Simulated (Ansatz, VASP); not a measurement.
**One calculation of Mg, two programs**

```
Mg
1.0
     3.20930    0.00000    0.00000
    -1.60465    2.77934    0.00000
     0.00000    0.00000    5.21030
Mg
2
Cartesian
  1.6047 0.9264 3.9077
  0.0000 1.8529 1.3026
```

Alike in both runs: task single point; functional PBE; k mesh 10 × 10 × 5; occupations gaussian, width 0.02 eV; no spin polarisation.

|  | VASP | Ansatz |
| --- | --- | --- |
| version | VASP 6.6.1 | Ansatz 0.2.0 |
| potentials or method | VASP PAW PBE potentials, release 64 (Mg) | Ansatz PAW |
| plane-wave cutoff (eV) | 520 | 420 |
| valence electrons in the cell | 4 | 20 |

Ansatz gave:

```
gap on the k mesh at the Fermi level (eV)       : none
pressure (GPa)                                  : -0.4
largest component of the traceless stress (GPa) : 0.47
```

Task: Which values does VASP return?

Result: gap on the k mesh at the Fermi level (eV): none; pressure (GPa): -0.6; largest component of the traceless stress (GPa): 0.48.

A gap of «none» marks a metal or a gap that the smearing closes. The two sets of potentials don't hold the same shells in valence.
